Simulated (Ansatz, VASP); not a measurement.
Ti in VASP and in Ansatz

Contents of INCAR:

```
PREC = Accurate
ENCUT = 520
EDIFF = 1E-6
ISMEAR = 0
SIGMA = 0.019000000000000003
LREAL = F
LASPH = T
NELM = 60
ALGO = Normal
ISIF = 2
LWAVE = F
LCHARG = T
GGA = PE
LELF = T
LVHAR = T
NBANDS = 12
```

KPOINTS

```
regular mesh
0
Gamma
  11 11 11
```

File POSCAR:

```
Ti
1.0
   -1.6410000000      1.6410000000      1.6410000000
    1.6410000000     -1.6410000000      1.6410000000
    1.6410000000      1.6410000000     -1.6410000000
Ti
1
Direct
    0.0000000000      0.0000000000      0.0000000000
```

Contents of input.yaml:

```yaml
crystal:
  lattice:
    - [-1.641, 1.641, 1.641]
    - [1.641, -1.641, 1.641]
    - [1.641, 1.641, -1.641]
  atoms:
    - { symbol: Ti, position: [0.0, 0.0, 0.0] }
hamiltonian:
  xc: pbe
  pseudopotentials: { kind: paw }
kpoints:
  mp_grid: { grid: [11, 11, 11] }
scf:
  occupations: { method: gaussian, width: 0.019 }
output:
  forces: true
  stress: true
  eigenvalues: true
```

This isn't the form of Ti at room conditions, which is hcp.

Alike in both runs: task single point; functional PBE; k mesh 11 × 11 × 11; occupations gaussian, width 0.019 eV; no spin polarisation.

|  | VASP | Ansatz |
| --- | --- | --- |
| version | VASP 6.6.1 | Ansatz 0.2.0 |
| potentials or method | VASP PAW PBE potentials, release 64 (Ti_sv) | Ansatz PAW |
| plane-wave cutoff (eV) | 520 | 420 |
| valence electrons in the cell | 12 | 12 |

Ansatz gave:

```
gap on the k mesh at the Fermi level (eV) : none
pressure (GPa)                            : -2.9
```

Problem. Which values does VASP return?

Solution. gap on the k mesh at the Fermi level (eV): none; pressure (GPa): -3.1.

A gap of «none» marks a metal or a gap that the smearing closes. The functional is the same, so the differences come from potentials, cutoffs and numerics.
